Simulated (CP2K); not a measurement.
Runs of CP2K 2026.2 on CsBr. The structure is cubic, space group Pm-3m (No. 221). The conventional cell has a = 4.326 Å, b = 4.326 Å, c = 4.326 Å, α = 90.00°, β = 90.00°, γ = 90.00°. Cs (site symmetry m-3m) is surrounded by 8 Br at 3.75 Å. Br (site symmetry m-3m) is surrounded by 8 Cs at 3.75 Å. The cell comes from a database or a generator and needn't be the stable form of this composition.

```tsv
level	potentials or basis	smearing	EPS_DEFAULT	NGRIDS	points a segment of the path (NPOINTS)	bands added on the path	CUTOFF of the grids	gap on the mesh (eV)	pressure (GPa)
TB-mBJ	POTENTIAL_UZH Cs GTH-PBE-q9, Br GTH-PBE-q7; TZVP-MOLOPT-PBE-GTH basis	fermi-dirac 0.1 eV	1.0E-9	4	8	6	675 Ry	(a)	-
LDA	GTH_POTENTIALS Cs GTH-PADE-q9, Br GTH-PADE-q7; TZVP-MOLOPT-PBE-GTH basis	fermi-dirac 0.1 eV	1.0E-9	5	10	2	450 Ry	3.98	(b)
PBEsol	POTENTIAL_UZH Cs GTH-PBE-q9, Br GTH-PBE-q7; TZVP-MOLOPT-PBE-GTH basis	fermi-dirac 0.0259 eV	1.0E-9	5	8	6	450 Ry	4.15	-0.4
r2SCAN	POTENTIAL_UZH Cs GTH-SCAN-q9, Br GTH-SCAN-q7; TZVP-MOLOPT-SCAN-GTH basis	fermi-dirac 0.01 eV	1.0E-10	4	8	6	675 Ry	5.12	0.2
```

Alike in all rows: task band structure; no spin polarisation; cell as given; k mesh 6 × 6 × 6.

**Question.** Fill in the values left out.

**Answer.** (a) 4.90; (b) -1.6.

Caveats: spin-orbit coupling is left out, which moves the levels of the heavy elements; the basis of atomic orbitals isn't converged, which shifts pressures, moduli and gaps; the potentials were made for another functional, which shifts forces and pressure (some runs); this is a model potential without an energy functional, so only levels have meaning (some runs).

A k mesh can miss the band edges, and the runs leave out spin-orbit coupling on Br, Cs.

Runs at the PBE level aren't shown here.
